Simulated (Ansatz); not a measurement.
# Mo, a known structure type with other elements, at an estimated volume

```xyz
1
Lattice="-1.5822 1.5822 1.5822 1.5822 -1.5822 1.5822 1.5822 1.5822 -1.5822" Properties=species:S:1:pos:R:3 pbc="T T T"
Mo    0.0000    0.0000    0.0000
```

Single point in Ansatz 0.2.0 with r2SCAN, no spin polarisation. Cutoff 500 eV, PAW datasets, 15×15×15 Γ-centred k mesh, fermi-dirac filling (width 0.1 eV).

(1) What happens at the Fermi level?

(2) Is the cell too large or too small?

(3) Describe some of the short contacts.

Origin: a known structure type with other elements, at an estimated volume, so it need not be a known compound.

Results:

(1) It is a metal, with about 0.52 states/eV a cell as the mean within 0.25 eV of the Fermi level, mostly Mo d (87 %).

(2) The pressure is -3.3 GPa (compression positive), so with the atoms held at these fractions the cell would first shrink.

(3) Mo–Mo at 2.74 Å: least valence density 0.37 e/Å³ and ELF 0.30 there. Both are smooth PAW fields, read partly inside the augmentation spheres.
